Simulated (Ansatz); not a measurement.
Crystal: Pt.

```
Pt
1.0
     0.00000    2.11232    2.11232
     2.11232    0.00000    2.11232
     2.11232    2.11232    0.00000
Pt
1
Direct
  0.00000 0.00000 0.00000
```

The cell isn't the ideal one: cell stretched.

```yaml
Program: Ansatz 0.2.0
Task: relaxation of cell and atoms
Functional: LDA
Potentials_or_basis: all-electron PAW datasets made for the crystal
k_mesh: 12 × 12 × 12
Occupations: fermi-dirac, width 0.15 eV
Spin: no spin polarisation
Hubbard_terms: Pt d U = 3.5 eV
```

At the start: volume 18.85 Å³/atom.

Where does the relaxation end?

Over 6 steps the energy falls by 708.4 meV/atom and the volume is 14.43 Å³/atom (-23.5 %); space group Fm-3m (No. 225, to 0.05 Å).

The path:
| step | energy change (eV) | largest force (eV/Å) | volume (Å³) |
| --- | --- | --- | --- |
| 1 | 0.0000 | 0.0000 | 18.85 |
| 2 | -0.5460 | 0.0000 | 16.23 |
| 3 | -0.6853 | 0.0000 | 13.86 |
| 4 | -0.7084 | 0.0000 | 14.46 |
| 5 | -0.7085 | 0.0000 | 14.43 |
| 6 | -0.7084 | 0.0000 | 14.43 |

Final structure:
```cif
data_structure
_symmetry_space_group_name_H-M 'P 1'
_symmetry_Int_Tables_number 1
_cell_length_a 2.7326
_cell_length_b 2.7326
_cell_length_c 2.7326
_cell_angle_alpha 60.000
_cell_angle_beta 60.000
_cell_angle_gamma 60.000
_cell_volume 14.43
loop_
_atom_site_label
_atom_site_type_symbol
_atom_site_fract_x
_atom_site_fract_y
_atom_site_fract_z
_atom_site_occupancy
Pt1 Pt 0.00000 0.00000 0.00000 1
```

Caveat: the U is typed as a test and isn't derived for this compound.
